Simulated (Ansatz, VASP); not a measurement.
# One calculation of H, two programs

```
CELL_PARAMETERS angstrom
3.74413 0.00000 0.00000
-1.87206 3.24251 0.00000
0.00000 0.00000 5.29899
ATOMIC_POSITIONS crystal
H 0.33333 0.66667 0.17650
H 0.66667 0.33333 0.67650
H 0.66667 0.33333 0.82350
H 0.33333 0.66667 0.32350
```

Change from the starting cell: strain -0.025 along x and y, +0.050 along z, atoms carried along.

Alike in both runs: task single point; functional PBE; k mesh 9 × 9 × 6; occupations gaussian, width 0.05 eV; no spin polarisation.

|  | VASP | Ansatz |
| --- | --- | --- |
| version | VASP 6.6.1 | Ansatz 0.2.0 |
| potentials or method | VASP PAW PBE potentials, release 64 (H) | scalar-relativistic, plane waves, PAW |
| plane-wave cutoff (eV) | 520 | 420 |
| valence electrons in the cell | 4 | 4 |

```csv
,VASP,Ansatz,Ansatz less VASP
gap on the k mesh at the Fermi level (eV),8.74,8.74,-0.002
least direct gap on the mesh (eV),8.75,8.75,-0.001
pressure (GPa),-1.3,-1.1,+0.15
largest component of the traceless stress (GPa),2.36,2.33,-0.034
rms of the force components (eV/Å),0.518,0.515,-0.0034
```

Atom by atom the forces differ by 0.003 eV/Å (rms over components). The functional is the same, so the differences come from potentials, cutoffs and numerics.

Caveats: an odd mesh through Γ misses points on the zone boundary, where band edges often lie.
